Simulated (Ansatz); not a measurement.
MgO in the rocksalt structure, relaxed with r2SCAN in Ansatz 0.2.0. It is cubic, Fm-3m (No. 225); a = 4.204 Å in the conventional setting, 9.29 Å³ an atom. Around Mg lie 6 O at 2.10 Å; around O lie 6 Mg at 2.10 Å.

The axes x, y and z are those of this cell:
```xyz
2
Lattice="0.0000 2.1022 2.1022 2.1022 0.0000 2.1022 2.1022 2.1022 0.0000" Properties=species:S:1:pos:R:3 pbc="T T T"
Mg    0.0000    0.0000    0.0000
O     2.1022    2.1022    2.1022
```

Unstrained: PBE gives a direct gap of 4.797 eV at Γ. The r2SCAN gap is direct at Γ: 5.685 eV. The HSE06 gap is direct at Γ: 6.541 eV. Meshes: PBE 10×10×10, r2SCAN 10×10×10, HSE06 8×8×8. Strains are changes of length per length. After each strain the atoms were relaxed again with r2SCAN within the symmetry that the strain leaves, so tilts or polar shifts that break it weren't tested; points keep the names that they have in the unstrained zone. (Simulation; spin polarisation is off.)

(1) Estimate what biaxial -5.01 % in x and y, z held does to the gap.

(2) One strain changed the r2SCAN stress by xx +16.45, yy +16.45, zz -0.04 GPa (compression positive) and the gap by +0.415 eV (PBE), +0.432 eV (r2SCAN). Which kind of strain was it, and roughly how large?

Results:

(1) PBE: the gap goes from 4.797 to 5.788 eV (+0.991 eV); with r2SCAN the top three valence levels at Γ, degenerate before, become 1+2 from the top over 75 meV. r2SCAN: the gap goes from 5.685 to 6.718 eV (+1.033 eV). HSE06: the gap goes from 6.541 to 7.602 eV (+1.061 eV). The r2SCAN energy rises by 71.2 meV an atom.

(2) Epitaxial -3.73 % in the xy plane, free normal strain +2.53 %. The pattern of the stress gives the kind; the size needs the stiffness, so it is an estimate.

The meshes of the hybrids are coarse, so their gaps aren't converged to the digits shown.

The splittings at Γ are without spin-orbit coupling, which regroups them where it is of like size or larger.
